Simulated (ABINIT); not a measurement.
# CdTe in ABINIT: projected density of states with revPBE

Aim: the projected density of states of CdTe with revPBE.

Program: ABINIT 10.8.3 (patched build). These are calculated values, not measurements. Logs are shortened: lines on timing, memory, paths and dates and some standing lists are left out, and cuts for length are marked. The log counts tension as positive stress, the text compression.

**1. The structure**

The cell holds a sheet with vacuum, 2 atoms: a = 3.026 Å, b = 3.026 Å, c = 31.570 Å, α = 90.00°, β = 90.00°, γ = 90.00°.

The cell was built by a generator and needn't be a form met in nature.

**2. Projected density of states, revPBE**

File run.abi:

```
# Datasets: ground state, then fixed potential
ndtset 2

# Pseudopotentials
pp_dirpath "./"
pseudos "Cd.GGA_PBE-JTH.xml, Te.GGA_PBE-JTH.xml"

# Structure
acell 3.02568 3.02568 31.57 Angstrom
rprim
     1.0000000000     0.0000000000     0.0000000000
     0.0000000000     1.0000000000     0.0000000000
     0.0000000000     0.0000000000     1.0000000000
ntypat 2
znucl 48 52
natom 2
typat 1 2
xred
     0.0000000000     0.0000000000     0.2373700000
     0.0000000000     0.0000000000     0.3327900000
chkprim 0
chksymtnons 0
tolsym 1.0e-6

# Plane-wave basis
ecut 22.0
pawecutdg 44.0
pawxcdev 0

# Exchange and correlation
ixc 14

# Bands and occupations
occopt 3
tsmear 0.05 eV

# SCF cycle
nstep 120

# Output
iomode 3
prtwf 0
prteig 0
prtebands 0
prtvol 2
prtden1 1
prtvha1 1
prtvclmb1 1
prtpot1 1

# Dataset 1
kptopt1 1
ngkpt1 9 9 1
nshiftk1 1
shiftk1 0.0 0.0 0.0
nband1 13
tolvrs1 1.0e-9

# Dataset 2: density of states
iscf2 -3
getden2 1
nband2 17
nbdbuf2 4
tolwfr2 1.0e-10
kptopt2 1
ngkpt2 13 13 1
nshiftk2 1
shiftk2 0.0 0.0 0.0
prtdos2 3
dosdeltae2 0.02 eV
natsph 2
iatsph 1 2
```

Potentials or basis: JTH PAW PBE v2.0.

Run with:

```sh
mpirun --bind-to none -np 4 abinit run.abi > log 2>&1
```

run.abo:

```text
.Version 10.8.3 of ABINIT
 DATASET    1 : space group P4 m m (# 99); Bravais tP (primitive tetrag.)
================================================================================
 Values of the parameters that define the memory need for DATASET  1.
     intxc =       0    ionmov =       0      iscf =      17    lmnmax =      18
     lnmax =       6     mgfft =     256  mpssoang =       3    mqgrid =   17815
     natom =       2  nloc_mem =       2    nspden =       1   nspinor =       1
    nsppol =       1      nsym =       8    n1xccc =       1    ntypat =       2
    occopt =       3   xclevel =       2
       mpw =        9680          nfft =      186624          nkpt =          15
Pmy_natom=         1
 PAW method is used; the additional fine FFT grid is defined by:
   mgfftf=       360    nfftf =    466560
================================================================================
================================================================================

 DATASET    2 : space group P4 m m (# 99); Bravais tP (primitive tetrag.)
================================================================================
 Values of the parameters that define the memory need for DATASET  2.
     intxc =       0    ionmov =       0      iscf =      -3    lmnmax =      18
     lnmax =       6     mgfft =     256  mpssoang =       3    mqgrid =   17815
     natom =       2  nloc_mem =       2    nspden =       1   nspinor =       1
    nsppol =       1      nsym =       8    n1xccc =       1    ntypat =       2
    occopt =       3   xclevel =       2
       mpw =        9698          nfft =      186624          nkpt =          28
Pmy_natom=         1
 PAW method is used; the additional fine FFT grid is defined by:
   mgfftf=       360    nfftf =    466560
================================================================================
================================================================================

--------------------------------------------------------------------------------
------------- Echo of variables that govern the present computation ------------
--------------------------------------------------------------------------------
 -outvars: echo values of preprocessed input variables --------
            acell      5.7177065446E+00  5.7177065446E+00  5.9658653795E+01 Bohr
              amu      1.12411000E+02  1.27600000E+02
          chkprim           0
      chksymtnons           0
        dosdeltae1     0.00000000E+00 Hartree
        dosdeltae2     7.34986444E-04 Hartree
             ecut      2.20000000E+01 Hartree
           getden1          0
           getden2          1
           iatsph2       1    2
             iscf1         17
             iscf2         -3
              ixc          14
           jdtset        1    2
         kptrlatt1       9    0    0      0    9    0      0    0    1
         kptrlatt2      13    0    0      0   13    0      0    0    1
          kptrlen1     5.14593589E+01
          kptrlen2     7.43301851E+01
            natom           2
           natsph2       2
            nband1         13
            nband2         17
           nbdbuf1          0
           nbdbuf2          4
           ndtset           2
            ngfft          27      27     256
          ngfftdg          36      36     360
             nkpt1         15
             nkpt2         28
            nstep         120
             nsym           8
           ntypat           2
           occopt           3
        pawecutdg      4.40000000E+01 Hartree
         pawxcdev           0
           prtdos1          0
           prtdos2          3
        prtebands           0
           prteig           0
           prtpot1          1
           prtpot2          0
         prtvclmb1          1
         prtvclmb2          0
           prtvha1          1
           prtvha2          0
           prtvol           2
            prtwf           0
          spgroup          99
           tolsym      1.00000000E-06
           tolvrs1     1.00000000E-09
           tolvrs2     0.00000000E+00
           tolwfr1     0.00000000E+00
           tolwfr2     1.00000000E-10
           tsmear      1.83746611E-03 Hartree
            typat      1  2
           useylm           1
           xangst      0.0000000000E+00  0.0000000000E+00  7.4937709000E+00
                       0.0000000000E+00  0.0000000000E+00  1.0506180300E+01
            xcart      0.0000000000E+00  0.0000000000E+00  1.4161174651E+01
                       0.0000000000E+00  0.0000000000E+00  1.9853803396E+01
             xred      0.0000000000E+00  0.0000000000E+00  2.3737000000E-01
                       0.0000000000E+00  0.0000000000E+00  3.3279000000E-01
            znucl       48.00000   52.00000

================================================================================

 chkinp: Checking input parameters for consistency, jdtset=   1.

 chkinp: Checking input parameters for consistency, jdtset=   2.

================================================================================
[... 591 lines left out ...]
lattice_lengths: [   5.71771,    5.71771,   59.65865, ]
lattice_angles: [ 90.000,  90.000,  90.000, ] # degrees, (23, 13, 12)
lattice_volume:   1.9503707E+03
convergence: {deltae:  0.000E+00, res2:  0.000E+00, residm:  9.988E-11, diffor:  0.000E+00, }
etotal    :  -5.57940254E+01
entropy   :   0.00000000E+00
fermie    :  -1.30441583E-01
cartesian_stress_tensor: null
pressure_GPa: null
xred      :
- [  0.0000E+00,   0.0000E+00,   2.3737E-01, Cd]
- [  0.0000E+00,   0.0000E+00,   3.3279E-01, Te]
cartesian_forces: null
force_length_stats: {min: null, max: null, mean: null, }
...

 Integrated electronic density in atomic spheres:
 ------------------------------------------------
 Atom  Sphere_radius  Integrated_density
    1        2.50234         10.40349662
    2        2.31107          3.07128641

================================================================================

 ----iterations are completed or convergence reached----

 Mean square residual over all n,k,spin=   71.620E-12; max=  99.881E-12
   0.0000  0.0000  0.0000    1  2.31431E-10 kpt; spin; max resid(k); each band:
  6.03E-11 6.53E-11 8.30E-11 1.99E-11 7.78E-11 5.11E-11 4.47E-11 5.45E-11
  3.88E-11 7.57E-11 7.22E-11 9.91E-11 5.27E-11 8.11E-11 2.31E-10 8.09E-11
  9.50E-11
   0.0769  0.0000  0.0000    1  9.67514E-11 kpt; spin; max resid(k); each band:
  5.53E-11 6.47E-11 5.80E-11 5.76E-11 4.88E-11 6.22E-11 4.87E-11 6.15E-11
  8.00E-11 9.68E-11 8.88E-11 8.89E-11 7.08E-11 7.51E-11 8.99E-11 8.36E-11
  8.12E-11
   0.1538  0.0000  0.0000    1  1.22837E-09 kpt; spin; max resid(k); each band:
  5.83E-11 5.56E-11 4.96E-11 5.22E-11 6.79E-11 7.60E-11 8.88E-11 9.38E-11
  9.31E-11 8.59E-11 9.14E-11 9.57E-11 6.04E-11 9.62E-11 5.13E-11 5.22E-11
  1.23E-09
   0.2308  0.0000  0.0000    1  9.89604E-11 kpt; spin; max resid(k); each band:
  5.66E-11 6.76E-11 7.13E-11 5.84E-11 9.84E-11 2.71E-11 3.69E-11 9.09E-11
  8.61E-11 9.72E-11 9.90E-11 9.43E-11 8.60E-11 8.83E-11 8.38E-11 9.39E-11
  8.94E-11
   0.3077  0.0000  0.0000    1  9.81837E-11 kpt; spin; max resid(k); each band:
[... 80 lines left out ...]
  9.17E-11 9.98E-11 6.49E-11 3.66E-11 8.39E-11 5.01E-11 8.60E-11 6.52E-11
  9.42E-11 7.83E-11 8.58E-11 8.72E-11 7.83E-11 2.66E-10 2.53E-09 2.23E-09
  6.89E-08
   0.3846  0.3846  0.0000    1  6.78926E-09 kpt; spin; max resid(k); each band:
  5.34E-11 3.06E-11 9.28E-11 9.06E-11 5.75E-11 2.46E-11 7.72E-11 9.55E-11
  2.93E-11 9.65E-11 7.23E-11 9.30E-11 3.35E-11 1.05E-10 4.27E-09 4.95E-10
  6.79E-09
   0.4615  0.3846  0.0000    1  6.42716E-09 kpt; spin; max resid(k); each band:
  7.15E-11 5.66E-11 4.92E-11 9.57E-11 6.72E-11 4.97E-11 4.08E-11 7.27E-11
  9.50E-11 8.08E-11 9.48E-11 5.35E-11 4.76E-11 8.98E-10 1.82E-10 1.77E-10
  6.43E-09
   0.4615  0.4615  0.0000    1  1.06857E-09 kpt; spin; max resid(k); each band:
  9.12E-11 2.59E-11 6.90E-11 4.74E-11 6.99E-11 7.88E-11 6.50E-11 9.74E-11
  9.37E-11 9.03E-11 5.48E-11 9.10E-11 8.00E-11 6.01E-10 1.07E-09 1.28E-10
  5.15E-10
 reduced coordinates (array xred) for    2 atoms
       0.000000000000      0.000000000000      0.237370000000
       0.000000000000      0.000000000000      0.332790000000

 cartesian coordinates (angstrom) at end:
    1      0.00000000000000     0.00000000000000     7.49377090000000
    2      0.00000000000000     0.00000000000000    10.50618030000000
 length scales=  5.717706544637  5.717706544637 59.658653794909 bohr
              =  3.025680000000  3.025680000000 31.570000000000 angstroms
 Eigenvalues (hartree) for nkpt=  28  k points:
 kpt#   1, nband= 17, wtk=  0.00592, kpt=  0.0000  0.0000  0.0000 (reduced coord)
  -0.62409   -0.47741   -0.46493   -0.44030   -0.44030   -0.43384   -0.35372   -0.24661
  -0.08073   -0.02495   -0.02495    0.00194    0.01609    0.01947    0.03780    0.04643
   0.07725
      occupation numbers for kpt#   1
   2.00000    2.00000    2.00000    2.00000    2.00000    2.00000    2.00000    2.00000
   0.00000    0.00000    0.00000    0.00000    0.00000    0.00000    0.00000    0.00000
   0.00000
 kpt#   2, nband= 17, wtk=  0.02367, kpt=  0.0769  0.0000  0.0000 (reduced coord)
  -0.62090   -0.47625   -0.46385   -0.44147   -0.44021   -0.43460   -0.35030   -0.24338
  -0.07678   -0.06208   -0.02207    0.00548    0.01960    0.02305    0.04136    0.04997
   0.08078
      occupation numbers for kpt#   2
   2.00000    2.00000    2.00000    2.00000    2.00000    2.00000    2.00000    2.00000
   0.00000    0.00000    0.00000    0.00000    0.00000    0.00000    0.00000    0.00000
   0.00000
 kpt#   3, nband= 17, wtk=  0.02367, kpt=  0.1538  0.0000  0.0000 (reduced coord)
[... 192 lines left out ...]
  -0.47371   -0.46613   -0.45564   -0.45318   -0.43470   -0.42657   -0.28630   -0.24234
  -0.16145   -0.07962   -0.04751    0.00543    0.05996    0.11079    0.13272    0.16015
   0.16960
      occupation numbers for kpt#  27
   2.00000    2.00000    2.00000    2.00000    2.00000    2.00000    2.00000    2.00000
   2.00000    0.00000    0.00000    0.00000    0.00000    0.00000    0.00000    0.00000
   0.00000
 kpt#  28, nband= 17, wtk=  0.02367, kpt=  0.4615  0.4615  0.0000 (reduced coord)
  -0.46834   -0.46146   -0.45522   -0.45505   -0.42777   -0.42291   -0.27608   -0.27384
  -0.14251   -0.05538   -0.03821   -0.02042    0.02782    0.12773    0.13470    0.14133
   0.16216
      occupation numbers for kpt#  28
   2.00000    2.00000    2.00000    2.00000    2.00000    2.00000    2.00000    2.00000
   1.99719    0.00000    0.00000    0.00000    0.00000    0.00000    0.00000    0.00000
   0.00000
 Total charge density [el/Bohr^3]
)     Maximum=    7.5867E-01  at reduced coord.    0.0000    0.0000    0.2361
)Next maximum=    7.5779E-01  at reduced coord.    0.0000    0.0000    0.2389
)     Minimum=   -2.3201E-02  at reduced coord.    0.0000    0.0000    0.3333
)Next minimum=   -2.1629E-02  at reduced coord.    0.0000    0.0000    0.3306
   Integrated=    1.8000E+01

--- !EnergyTerms
iteration_state     : {dtset: 2, }
comment             : Components of total free energy in Hartree
kinetic             :  1.52070968664152E+01
hartree             :  2.26101018149080E+02
xc                  : -7.29021968772665E+00
Ewald energy        :  1.77032698884685E+02
psp_core            :  1.25513128179351E+00
local_psp           : -4.67904451929329E+02
PAW spherical_terms : -1.99597628747532E-01
internal            : -5.57983240638304E+01
'-kT*entropy'       : -4.43362787579987E-04
total_energy        : -5.57987674266180E+01
total_energy_eV     : -1.51836181249536E+03
...

--- !EnergyTermsDC
iteration_state     : {dtset: 2, }
comment             : '"Double-counting" decomposition of free energy'
band_energy         : -7.01384812347673E+00
Ewald energy        :  1.77032698884685E+02
psp_core            :  1.25513128179351E+00
xc_dc               : -2.26488052006688E+02
PAW spherical_terms : -5.78549386646013E-01
internal            : -5.57926193503331E+01
'-kT*entropy'       : -4.43362787579987E-04
total_energy_dc     : -5.57930627131207E+01
total_energy_dc_eV  : -1.51820657933297E+03
...

--- !EnergyTermsWithPAWCore
iteration_state     : {dtset: 2, }
comment             : 'Components of total free energy, including PAW core contributions'
Total energy        : -1.23897219230745E+04
Total energy DC     : -1.23897162183610E+04
Total energy (eV)   : -3.37141508729079E+05
Total energy DC (eV): -3.37141353495917E+05
...

== END DATASET(S) ==============================================================
================================================================================

 -outvars: echo values of variables after computation  --------
            acell      5.7177065446E+00  5.7177065446E+00  5.9658653795E+01 Bohr
           etotal1    -5.5794025357E+01
           etotal2    -5.5794025357E+01
            fcart1    -0.0000000000E+00 -0.0000000000E+00 -3.4487195099E-03
                      -0.0000000000E+00 -0.0000000000E+00  3.4487195099E-03
           strten1    -2.1087401390E-05 -2.1087401390E-05 -9.5011109857E-06
                       0.0000000000E+00  0.0000000000E+00  0.0000000000E+00
           xangst      0.0000000000E+00  0.0000000000E+00  7.4937709000E+00
                       0.0000000000E+00  0.0000000000E+00  1.0506180300E+01
             xred      0.0000000000E+00  0.0000000000E+00  2.3737000000E-01
                       0.0000000000E+00  0.0000000000E+00  3.3279000000E-01
 Calculation completed.
```

Run time: 4.1 min. Hardware: 4 MPI ranks of Arm Neoverse V1, shared host; peak memory 1.7 GiB.

What came out:

| Property | Result |
| --- | --- |
| Free energy | -1518.2328 eV |
| Largest force | 0.177 eV/Å |
| Band gap on the k mesh | none (metal or under the smearing width) |
| Valence electrons inside the program's atomic spheres | Cd 10.40; Te 3.08 |

Forces on the atoms (eV/Å):
```
Cd   0.000  0.000 -0.177
Te   0.000  0.000  0.177
```

Levels at points of the mesh, in eV from the Fermi level:
```tsv
k point	band 7	band 8	band 9	band 10	band 11	band 12
(0.00, 0.00, 0.00)	-5.95	-3.03	1.48	3.00	3.00	3.73
```

States per cell in windows of 1 eV (zero at the Fermi level; states under -8 eV left out):
| from (eV) | total | Te2 p | Cd1 p | Cd1 s | Cd1 d | Te2 d | Te2 s |
| --- | --- | --- | --- | --- | --- | --- | --- |
| -8.0 | 0.11 | 0.00 | 0.00 | 0.00 | 0.11 | 0.00 | 0.00 |
| -7.0 | 0.00 | 0.00 | 0.00 | 0.00 | 0.00 | 0.00 | 0.00 |
| -6.0 | 0.63 | 0.14 | 0.01 | 0.10 | 0.01 | 0.00 | 0.01 |
| -5.0 | 1.00 | 0.26 | 0.02 | 0.12 | 0.01 | 0.00 | 0.02 |
| -4.0 | 0.79 | 0.23 | 0.02 | 0.08 | 0.01 | 0.00 | 0.02 |
| -3.0 | 1.38 | 0.36 | 0.04 | 0.15 | 0.03 | 0.01 | 0.02 |
| -2.0 | 1.09 | 0.34 | 0.04 | 0.07 | 0.01 | 0.01 | 0.03 |
| -1.0 | 1.03 | 0.29 | 0.08 | 0.06 | 0.01 | 0.01 | 0.02 |
| 0.0 | 0.83 | 0.21 | 0.07 | 0.08 | 0.01 | 0.01 | 0.02 |
| 1.0 | 1.03 | 0.21 | 0.11 | 0.07 | 0.02 | 0.01 | 0.02 |
| 2.0 | 1.21 | 0.25 | 0.15 | 0.04 | 0.02 | 0.01 | 0.02 |
| 3.0 | 1.21 | 0.22 | 0.12 | 0.03 | 0.02 | 0.02 | 0.01 |
| 4.0 | 2.32 | 0.14 | 0.12 | 0.04 | 0.03 | 0.04 | 0.01 |
| 5.0 | 3.49 | 0.06 | 0.16 | 0.07 | 0.04 | 0.06 | 0.01 |
| 6.0 | 2.75 | 0.04 | 0.08 | 0.03 | 0.02 | 0.03 | 0.01 |
| 7.0 | 2.40 | 0.03 | 0.07 | 0.03 | 0.03 | 0.04 | 0.01 |

Caveat: the slab has no dipole correction, so unlike faces share one vacuum level; the PAW data sets were made with another functional, which shifts forces and pressure a little.
